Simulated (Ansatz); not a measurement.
# TaN: the cost of one run

Method: DFT PBE, scalar-relativistic, plane waves, PAW, in Ansatz 0.2.0.

## 1. The system as given

Symmetry: P-6m2, No. 187, hexagonal system. Conventional cell: a = 2.938 Å, b = 2.938 Å, c = 2.883 Å, α = 90.00°, β = 90.00°, γ = 120.00°. Ta (site symmetry -6m2) is surrounded by 6 N at 2.23 Å. N (site symmetry -6m2) is surrounded by 6 Ta at 2.23 Å.

Structure file:

```
Ta N
1.0
     8.81400    0.00000    0.00000
    -4.40700    7.63315    0.00000
     0.00000    0.00000    8.64900
Ta N
27 27
Direct
  0.11111 0.22222 0.16667
  0.11111 0.22222 0.50000
  0.11111 0.22222 0.83333
  0.11111 0.55556 0.16667
  0.11111 0.55556 0.50000
  0.11111 0.55556 0.83333
  0.11111 0.88889 0.16667
  0.11111 0.88889 0.50000
  0.11111 0.88889 0.83333
  0.44444 0.22222 0.16667
  0.44444 0.22222 0.50000
  0.44444 0.22222 0.83333
  0.44444 0.55556 0.16667
  0.44444 0.55556 0.50000
  0.44444 0.55556 0.83333
  0.44444 0.88889 0.16667
  0.44444 0.88889 0.50000
  0.44444 0.88889 0.83333
  0.77778 0.22222 0.16667
  0.77778 0.22222 0.50000
  0.77778 0.22222 0.83333
  0.77778 0.55556 0.16667
  0.77778 0.55556 0.50000
  0.77778 0.55556 0.83333
  0.77778 0.88889 0.16667
  0.77778 0.88889 0.50000
  0.77778 0.88889 0.83333
  0.00000 0.00000 0.00000
  0.00000 0.00000 0.33333
  0.00000 0.00000 0.66667
  0.00000 0.33333 0.00000
  0.00000 0.33333 0.33333
  0.00000 0.33333 0.66667
  0.00000 0.66667 0.00000
  0.00000 0.66667 0.33333
  0.00000 0.66667 0.66667
  0.33333 0.00000 0.00000
  0.33333 0.00000 0.33333
  0.33333 0.00000 0.66667
  0.33333 0.33333 0.00000
  0.33333 0.33333 0.33333
  0.33333 0.33333 0.66667
  0.33333 0.66667 0.00000
  0.33333 0.66667 0.33333
  0.33333 0.66667 0.66667
  0.66667 0.00000 0.00000
  0.66667 0.00000 0.33333
  0.66667 0.00000 0.66667
  0.66667 0.33333 0.00000
  0.66667 0.33333 0.33333
  0.66667 0.33333 0.66667
  0.66667 0.66667 0.00000
  0.66667 0.66667 0.33333
  0.66667 0.66667 0.66667
```

The runs take a perfect supercell of 54 atoms; the defect goes to fractional position (0.111, 0.222, 0.167).

## 2. The perfect supercell

The input, input.yaml:

```yaml
crystal:
  lattice:
    - [8.814, 0.0, 0.0]
    - [-4.407, 7.633148, 0.0]
    - [0.0, 0.0, 8.649]
  atoms:
    - { symbol: Ta, position: [0.111111, 0.222222, 0.166667] }
    - { symbol: Ta, position: [0.111111, 0.222222, 0.5] }
    - { symbol: Ta, position: [0.111111, 0.222222, 0.833333] }
    - { symbol: Ta, position: [0.111111, 0.555556, 0.166667] }
    - { symbol: Ta, position: [0.111111, 0.555556, 0.5] }
    - { symbol: Ta, position: [0.111111, 0.555556, 0.833333] }
    - { symbol: Ta, position: [0.111111, 0.888889, 0.166667] }
    - { symbol: Ta, position: [0.111111, 0.888889, 0.5] }
    - { symbol: Ta, position: [0.111111, 0.888889, 0.833333] }
    - { symbol: Ta, position: [0.444444, 0.222222, 0.166667] }
    - { symbol: Ta, position: [0.444444, 0.222222, 0.5] }
    - { symbol: Ta, position: [0.444444, 0.222222, 0.833333] }
    - { symbol: Ta, position: [0.444444, 0.555556, 0.166667] }
    - { symbol: Ta, position: [0.444444, 0.555556, 0.5] }
    - { symbol: Ta, position: [0.444444, 0.555556, 0.833333] }
    - { symbol: Ta, position: [0.444444, 0.888889, 0.166667] }
    - { symbol: Ta, position: [0.444444, 0.888889, 0.5] }
    - { symbol: Ta, position: [0.444444, 0.888889, 0.833333] }
    - { symbol: Ta, position: [0.777778, 0.222222, 0.166667] }
    - { symbol: Ta, position: [0.777778, 0.222222, 0.5] }
    - { symbol: Ta, position: [0.777778, 0.222222, 0.833333] }
    - { symbol: Ta, position: [0.777778, 0.555556, 0.166667] }
    - { symbol: Ta, position: [0.777778, 0.555556, 0.5] }
    - { symbol: Ta, position: [0.777778, 0.555556, 0.833333] }
    - { symbol: Ta, position: [0.777778, 0.888889, 0.166667] }
    - { symbol: Ta, position: [0.777778, 0.888889, 0.5] }
    - { symbol: Ta, position: [0.777778, 0.888889, 0.833333] }
    - { symbol: "N", position: [0.0, 0.0, 0.0] }
    - { symbol: "N", position: [0.0, 0.0, 0.333333] }
    - { symbol: "N", position: [0.0, 0.0, 0.666667] }
    - { symbol: "N", position: [0.0, 0.333333, 0.0] }
    - { symbol: "N", position: [0.0, 0.333333, 0.333333] }
    - { symbol: "N", position: [0.0, 0.333333, 0.666667] }
    - { symbol: "N", position: [0.0, 0.666667, 0.0] }
    - { symbol: "N", position: [0.0, 0.666667, 0.333333] }
    - { symbol: "N", position: [0.0, 0.666667, 0.666667] }
    - { symbol: "N", position: [0.333333, 0.0, 0.0] }
    - { symbol: "N", position: [0.333333, 0.0, 0.333333] }
    - { symbol: "N", position: [0.333333, 0.0, 0.666667] }
    - { symbol: "N", position: [0.333333, 0.333333, 0.0] }
    - { symbol: "N", position: [0.333333, 0.333333, 0.333333] }
    - { symbol: "N", position: [0.333333, 0.333333, 0.666667] }
    - { symbol: "N", position: [0.333333, 0.666667, 0.0] }
    - { symbol: "N", position: [0.333333, 0.666667, 0.333333] }
    - { symbol: "N", position: [0.333333, 0.666667, 0.666667] }
    - { symbol: "N", position: [0.666667, 0.0, 0.0] }
    - { symbol: "N", position: [0.666667, 0.0, 0.333333] }
    - { symbol: "N", position: [0.666667, 0.0, 0.666667] }
    - { symbol: "N", position: [0.666667, 0.333333, 0.0] }
    - { symbol: "N", position: [0.666667, 0.333333, 0.333333] }
    - { symbol: "N", position: [0.666667, 0.333333, 0.666667] }
    - { symbol: "N", position: [0.666667, 0.666667, 0.0] }
    - { symbol: "N", position: [0.666667, 0.666667, 0.333333] }
    - { symbol: "N", position: [0.666667, 0.666667, 0.666667] }
basis:
  ecutwfc: 420
  fft_grid_basis: typed
kpoints:
  mp_grid: { grid: [3, 3, 2] }
hamiltonian:
  xc: pbe
  pseudopotentials: { kind: paw }
scf:
  occupations: { method: gaussian, width: 0.05 }
output:
  forces: true
  stress: false
  eigenvalues: true
  bader: false
  write_density: true
  volumetric_format: npy
```

Launch:

```sh
> ansatz run input.yaml --threads 8 --pin off --max-ram 16384MiB --backend cpu --events-out ev --progress --plain --runs-dir out
```

What time and memory should one allow on 8 threads of Arm Neoverse V1, shared host?

About 20 s, with a peak of 4.2 GiB.
